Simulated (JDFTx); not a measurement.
# Ta (Im-3m) in JDFTx: reference runs

Aim: a first look at Ta with PBEsol, on the cell as given and on a disturbed one.

Program: JDFTx 1.7.0 (patched build). These are calculated values, not measurements. Logs are shortened: lines on timing, memory, paths and dates and some standing lists are left out, and cuts for length are marked. The log counts tension as positive stress, the text compression.

## (1) The crystal as given

It takes space group Im-3m (No. 229, cubic). Conventional cell: a = 3.303 Å, b = 3.303 Å, c = 3.303 Å, α = 90.00°, β = 90.00°, γ = 90.00°. Ta (site symmetry m-3m) is surrounded by 8 Ta at 2.86 Å.

## (2) Single point, PBEsol

File Ta.in:

```
lattice \
   -3.1204669551     3.1204669551     3.1204669551 \
    3.1204669551    -3.1204669551     3.1204669551 \
    3.1204669551     3.1204669551    -3.1204669551
coords-type Lattice
ion Ta     0.0000000000     0.0000000000     0.0000000000 1

ion-species pseudo/Ta.upf
elec-cutoff 29
elec-ex-corr gga-PBEsol
kpoint-folding 11 11 11
elec-smearing Fermi 0.0018374661
elec-n-bands 12
electronic-SCF nIterations 100 energyDiffThreshold 1e-09
electronic-minimize nIterations 30 energyDiffThreshold 1e-7
converge-empty-states yes
forces-output-coords Cartesian

dump-name run.$VAR
dump End Ecomponents EigStats BandEigs Kpoints Forces Stress
```

Potentials or basis: PseudoDojo-SR-PBEsol-0.4.1-standard with smoothed tails.

The run is started by

```console
$ jdftx -c 1 -i Ta.in -o Ta.out
```

What it wrote:

```text
*************** JDFTx 1.7.0 (patched build) ***************

Input parsed successfully to the following command list (including defaults):
[... the input with its defaults ...]

---------- Setting up symmetries ----------

Found 48 point-group symmetries of the bravais lattice
Found 48 space-group symmetries with basis
Applied RMS atom displacement 0 bohrs to make symmetries exact.

---------- Initializing the Grid ----------
R =
[     -3.12047      3.12047      3.12047  ]
[      3.12047     -3.12047      3.12047  ]
[      3.12047      3.12047     -3.12047  ]
unit cell volume = 121.54
G =
[ 4.28637e-17    1.00677    1.00677  ]
[    1.00677 4.28637e-17    1.00677  ]
[    1.00677    1.00677 4.28637e-17  ]
Minimum fftbox size, Smin = [  28  28  28  ]
Chosen fftbox size, S = [  28  28  28  ]

---------- Exchange Correlation functional ----------
Initalized PBEsol GGA exchange.
Initalized PBEsol GGA correlation.

---------- Setting up pseudopotentials ----------
Width of ionic core gaussian charges (only for fluid interactions / plotting) set to 0

Reading pseudopotential file 'pseudo/Ta.upf':
  'Ta' pseudopotential, 'PBESOL' functional
  Generated using ONCVPSP code by D. R. Hamann
  13 valence electrons, 4 orbitals, 8 projectors, 1001 radial grid points, with lMax = 3
    5S    l: 0   occupation:  2.0   eigenvalue: -2.683866
    5P    l: 1   occupation:  6.0   eigenvalue: -1.448529
    5D    l: 2   occupation:  3.0   eigenvalue: -0.133056
    6S    l: 0   occupation:  2.0   eigenvalue: -0.201047
  Core radius for overlap checks: 2.22 bohrs.

Initialized 1 species with 1 total atoms.

Folded 1 k-points by 11x11x11 to 1331 k-points.

---------- Setting up k-points, bands, fillings ----------
Reduced to 56 k-points under symmetry.
Computing the number of bands and number of electrons
Calculating initial fillings.
nElectrons:  13.000000   nBands: 12   nStates: 56

----- Setting up reduced wavefunction bases (one per k-point) -----
average nbasis = 905.820 , ideal nbasis = 906.588

---------- Setting up ewald sum ----------
Optimum gaussian width for ewald sums = 1.948352 bohr.
Real space sum over 2197 unit cells with max indices [  6  6  6  ]
Reciprocal space sum over 2197 terms with max indices [  6  6  6  ]

---------- Allocating electronic variables ----------
Initializing wave functions:  linear combination of atomic orbitals
Note: number of bands (12) exceeds available atomic orbitals (10)
Ta pseudo-atom occupations:   s ( 2 2 )  p ( 6 )  d ( 3 )
	FillingsUpdate:  mu: +0.684096028  nElectrons: 13.000000
LCAOMinimize: Iter:   0  F: -59.1057799216314024  |grad|_K:  3.017e-04  alpha:  1.000e+00
	FillingsUpdate:  mu: +0.685770911  nElectrons: 13.000000
LCAOMinimize: Iter:   1  F: -59.1060723000922437  |grad|_K:  3.144e-06  alpha:  7.917e-01  linmin:  4.191e-02  cgtest: -3.687e-01
	FillingsUpdate:  mu: +0.685768389  nElectrons: 13.000000
LCAOMinimize: Iter:   2  F: -59.1060723332221301  |grad|_K:  1.158e-06  alpha:  9.879e-01  linmin: -3.750e-04  cgtest:  3.881e-01
LCAOMinimize: Encountered beta<0, resetting CG.
	FillingsUpdate:  mu: +0.685761968  nElectrons: 13.000000
LCAOMinimize: Iter:   3  F: -59.1060723374710548  |grad|_K:  1.924e-08  alpha:  7.856e-01  linmin: -3.500e-04  cgtest:  3.426e-03
LCAOMinimize: Converged (|Delta F|<1.000000e-06 for 2 iters).

-------- Electronic minimization -----------
Will mix electronic density at each iteration.
	FillingsUpdate:  mu: +0.685761968  nElectrons: 13.000000
	FillingsUpdate:  mu: +0.675979593  nElectrons: 13.000000
SCF: Cycle:  0   F: -59.125462929334844   dF: -1.939e-02   |Residual|: 2.951e-02   |deigs|: 7.927e-02
	FillingsUpdate:  mu: +0.673435433  nElectrons: 13.000000
SCF: Cycle:  1   F: -59.126058487294912   dF: -5.956e-04   |Residual|: 1.306e-02   |deigs|: 6.661e-03
	FillingsUpdate:  mu: +0.671682821  nElectrons: 13.000000
SCF: Cycle:  2   F: -59.126161589469696   dF: -1.031e-04   |Residual|: 2.497e-03   |deigs|: 4.170e-03
	FillingsUpdate:  mu: +0.671814460  nElectrons: 13.000000
SCF: Cycle:  3   F: -59.126162155499358   dF: -5.660e-07   |Residual|: 4.911e-04   |deigs|: 5.039e-04
	FillingsUpdate:  mu: +0.671754948  nElectrons: 13.000000
SCF: Cycle:  4   F: -59.126162382647827   dF: -2.271e-07   |Residual|: 1.186e-04   |deigs|: 1.774e-04
	FillingsUpdate:  mu: +0.671739858  nElectrons: 13.000000
SCF: Cycle:  5   F: -59.126162391771878   dF: -9.124e-09   |Residual|: 8.187e-05   |deigs|: 7.560e-05
	FillingsUpdate:  mu: +0.671748120  nElectrons: 13.000000
SCF: Cycle:  6   F: -59.126162396750239   dF: -4.978e-09   |Residual|: 7.767e-06   |deigs|: 5.947e-05
	FillingsUpdate:  mu: +0.671748686  nElectrons: 13.000000
SCF: Cycle:  7   F: -59.126162396918687   dF: -1.684e-10   |Residual|: 1.550e-05   |deigs|: 5.278e-05
	FillingsUpdate:  mu: +0.671747533  nElectrons: 13.000000
SCF: Cycle:  8   F: -59.126162397090710   dF: -1.720e-10   |Residual|: 1.877e-06   |deigs|: 5.168e-04
SCF: Converged (|Delta E|<1.000000e-09 for 2 iters).

Setting wave functions to eigenvectors of Hamiltonian
Converging empty states (this may take a while): |deigs|: 3.346e-04

# Stress tensor in Cartesian coordinates [Eh/a0^3]:
[  0.000143821            0            0  ]
[            0  0.000143821            0  ]
[            0            0  0.000143821  ]

# Ionic positions in lattice coordinates:
ion Ta   0.000000000000000   0.000000000000000   0.000000000000000 1

# Forces in Cartesian coordinates:
force Ta   0.000000000000000  -0.000000000000000   0.000000000000000 1

# Energy components:
   Eewald =      -49.2739117106956215
       EH =        7.3248369705048191
     Eloc =      -30.1256652041820665
      Enl =        4.5454569166611716
      Exc =      -14.7027214404272151
 Exc_core =        5.9556244263437605
       KE =       17.1505119413250036
-------------------------------------
     Etot =      -59.1258681004701430
       TS =        0.0002942966205658
-------------------------------------
        F =      -59.1261623970907095

IonicMinimize: Iter:   0  F: -59.126162397090710  |grad|_K:  0.000e+00
IonicMinimize: Converged (|grad|_K<1.000000e-04).

#--- Lowdin population analysis ---
# oxidation-state Ta +0.076

Dumping 'run.eigStats' ...
	eMin: -1.794198 at state 0 ( [ +0.000000 +0.000000 +0.000000 ] spin 0 )
	HOMO: +0.669131 at state 2 ( [ +0.000000 +0.000000 +0.181818 ] spin 0 )
	mu  : +0.671747
	LUMO: +0.673324 at state 23 ( [ +0.090909 +0.181818 +0.363636 ] spin 0 )
	eMax: +1.358436 at state 40 ( [ +0.181818 +0.272727 -0.272727 ] spin 0 )
	HOMO-LUMO gap: +0.004193
	Optical gap  : +0.012560 at state 2 ( [ +0.000000 +0.000000 +0.181818 ] spin 0 )
Done!
[note: the HOMO, LUMO and gaps printed at the end count levels as full or empty at half filling, so they show a gap where a level is partly filled]
```

It took 16 s on 1 thread of Intel Xeon Platinum 8488C (Sapphire Rapids), shared host; peak memory 0.07 GiB.

Results:

```
Free energy            : -1608.9048 eV
Pressure               : -4.2 GPa
Band gap on the k mesh : none (metal or under the smearing width)
```

Spin-orbit coupling is left out, which matters for the levels of Ta.

## (3) Single point, PBEsol (cell strained at random at fixed volume)

Changes to Ta.in since step 2:

```diff
@@ -1,7 +1,7 @@
 lattice \
-   -3.1204669551     3.1204669551     3.1204669551 \
-    3.1204669551    -3.1204669551     3.1204669551 \
-    3.1204669551     3.1204669551    -3.1204669551
+   -3.0627433809     3.2083789041     3.0659596947 \
+    3.1268315527    -3.0730159321     3.0762322459 \
+    3.0788173913     3.1706372940    -3.0250017707
 coords-type Lattice
-ion Ta     0.0000000000     0.0000000000     0.0000000000 1
+ion Ta     0.0019110000    -0.0235750000    -0.0041030000 1
```

Potentials or basis: PseudoDojo-SR-PBEsol-0.4.1-standard with smoothed tails.

The run is started by

```console
$ jdftx -c 1 -i Ta.in -o Ta.out
```

What it wrote:

```text
*************** JDFTx 1.7.0 (patched build) ***************

Input parsed successfully to the following command list (including defaults):
[... the input with its defaults ...]

---------- Setting up symmetries ----------

Found 2 point-group symmetries of the bravais lattice
Found 2 space-group symmetries with basis
Applied RMS atom displacement 0 bohrs to make symmetries exact.

---------- Initializing the Grid ----------
R =
[     -3.06274      3.20838      3.06596  ]
[      3.12683     -3.07302      3.07623  ]
[      3.07882      3.17064       -3.025  ]
unit cell volume = 121.54
G =
[ -0.0236634    1.00428   0.997301  ]
[   0.978606 -0.00903271    0.98267  ]
[    1.00164    1.01268 -0.0320622  ]
Minimum fftbox size, Smin = [  28  28  28  ]
Chosen fftbox size, S = [  28  28  28  ]

---------- Exchange Correlation functional ----------
Initalized PBEsol GGA exchange.
Initalized PBEsol GGA correlation.

---------- Setting up pseudopotentials ----------
[... 63 lines left out ...]
	FillingsUpdate:  mu: +0.671521898  nElectrons: 13.000000
SCF: Cycle:  8   F: -59.125685354950569   dF: -1.193e-10   |Residual|: 1.831e-06   |deigs|: 6.341e-05
SCF: Converged (|Delta E|<1.000000e-09 for 2 iters).

Setting wave functions to eigenvectors of Hamiltonian
Converging empty states (this may take a while): |deigs|: 4.492e-04

# Stress tensor in Cartesian coordinates [Eh/a0^3]:
[  0.000149279  8.25428e-06   0.00013921  ]
[  8.25428e-06  0.000107341  4.88261e-05  ]
[   0.00013921  4.88261e-05  0.000133999  ]

# Ionic positions in lattice coordinates:
ion Ta   0.001911000000000  -0.023575000000000  -0.004103000000000 1

# Forces in Cartesian coordinates:
force Ta   0.000000000000000   0.000000000000000   0.000000000000000 1

# Energy components:
   Eewald =      -49.2611936493019726
       EH =        7.3372463694758405
     Eloc =      -30.1531240659553355
      Enl =        4.5455379807959497
      Exc =      -14.7036069524810369
 Exc_core =        5.9556244873862205
       KE =       17.1542202518563691
-------------------------------------
     Etot =      -59.1252955782239553
       TS =        0.0003897767266153
-------------------------------------
        F =      -59.1256853549505692

IonicMinimize: Iter:   0  F: -59.125685354950569  |grad|_K:  0.000e+00
IonicMinimize: Converged (|grad|_K<1.000000e-04).

#--- Lowdin population analysis ---
# oxidation-state Ta +0.076

Dumping 'run.eigStats' ...
	eMin: -1.794172 at state 0 ( [ +0.000000 +0.000000 +0.000000 ] spin 0 )
	HOMO: +0.671217 at state 280 ( [ +0.181818 -0.272727 -0.090909 ] spin 0 )
	mu  : +0.671522
	LUMO: +0.671593 at state 7 ( [ +0.000000 +0.090909 +0.090909 ] spin 0 )
	eMax: +1.361777 at state 410 ( [ +0.272727 -0.181818 -0.272727 ] spin 0 )
	HOMO-LUMO gap: +0.000377
	Optical gap  : +0.008408 at state 72 ( [ +0.090909 +0.090909 +0.000000 ] spin 0 )
Done!
```

Run time: 3 min. Hardware: 1 thread of Intel Xeon Platinum 8488C (Sapphire Rapids), shared host; peak memory 0.46 GiB.

Results:

```
Free energy            : -1608.8919 eV
Pressure               : -3.8 GPa
Band gap on the k mesh : none (metal or under the smearing width)
```

Levels at points of the mesh, in eV from the Fermi level:
```
           k point  band 4  band 5  band 6  band 7  band 8  band 9
(0.00, 0.00, 0.00)  -32.92   -7.90    0.36    0.60    1.17    4.00
```

Spin-orbit coupling is left out, which matters for the levels of Ta.
